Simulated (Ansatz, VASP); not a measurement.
## GaN in VASP and in Ansatz

```xyz
2
Lattice="0.0000 2.2535 2.2535 2.2535 0.0000 2.2535 2.2535 2.2535 0.0000" Properties=species:S:1:pos:R:3 pbc="T T T"
Ga    0.0000    0.0000    0.0000
N     3.3803    3.3803    3.3803
```

The cell is a database's computed one.

Alike in both runs: task single point; functional r2SCAN; k mesh 10 × 10 × 10; occupations gaussian, width 0.05 eV; no spin polarisation.

```csv
,VASP,Ansatz
version,VASP 6.6.1,Ansatz 0.2.0
potentials or method,"VASP PAW PBE potentials, release 64 (Ga_d, N)","scalar-relativistic, plane waves, PAW"
plane-wave cutoff (eV),520,500
valence electrons in the cell,18,18
```

```tsv
	VASP	Ansatz	Ansatz less VASP
gap on the k mesh at the Fermi level (eV)	2.12	2.13	+0.008
least direct gap on the mesh (eV)	2.12	2.13	+0.008
pressure (GPa)	-0.1	-1.2	-1.09
```

Caveats: the PAW data sets were made with another functional, which shifts forces and pressure a little (VASP). r2SCAN opens gaps a little over a GGA but as a rule still falls short of measured ones.
